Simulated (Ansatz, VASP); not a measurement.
**Two plane-wave programs on Na**

Contents of INCAR:

```
PREC = Accurate
ENCUT = 520
EDIFF = 1E-6
ISMEAR = -1
SIGMA = 0.05
LREAL = F
LASPH = T
NELM = 80
ALGO = Normal
ISIF = 2
LWAVE = F
LCHARG = F
GGA = PS
NBANDS = 10
```

The input KPOINTS:

```
regular mesh
0
Gamma
  9 9 9
```

The input POSCAR:

```
Na
1.0
   -2.1266304395      2.1266304395      2.1266304395
    2.1266304395     -2.1266304395      2.1266304395
    2.1266304395      2.1266304395     -2.1266304395
Na
1
Direct
    0.0000000000      0.0000000000      0.0000000000
```

The input input.yaml:

```yaml
crystal:
  lattice:
    - [-2.1266304395, 2.1266304395, 2.1266304395]
    - [2.1266304395, -2.1266304395, 2.1266304395]
    - [2.1266304395, 2.1266304395, -2.1266304395]
  atoms:
    - { symbol: Na, position: [0.0, 0.0, 0.0] }
hamiltonian:
  xc: pbesol
  pseudopotentials: { kind: paw }
kpoints:
  mp_grid: { grid: [9, 9, 9] }
scf:
  occupations: { method: fermi_dirac, width: 0.05 }
output:
  forces: true
  stress: true
  eigenvalues: true
  write_density: true
  write_potential: true
  elf: true
  volumetric_format: npy
```

Alike in both runs: task single point; functional PBEsol; k mesh 9 × 9 × 9; occupations fermi-dirac, width 0.05 eV; no spin polarisation.

```csv
,VASP,Ansatz
version,VASP 6.6.1,Ansatz 0.2.0
potentials or method,"VASP PAW PBE potentials, release 64 (Na_pv)",Ansatz PAW
plane-wave cutoff (eV),520,420
valence electrons in the cell,7,9
```

|  | VASP | Ansatz | Ansatz less VASP |
| --- | --- | --- | --- |
| gap on the k mesh at the Fermi level (eV) | none | none | - |
| pressure (GPa) | -0.4 | -0.4 | +0.02 |

A gap of «none» marks a metal or a gap that the smearing closes. The two sets of potentials don't hold the same shells in valence.

Caveats: the PAW data sets were made with another functional, which shifts forces and pressure a little (VASP); the PAW data sets come from PBE, with cores solved anew for the run's functional, which leaves a small shift of forces and pressure (Ansatz).
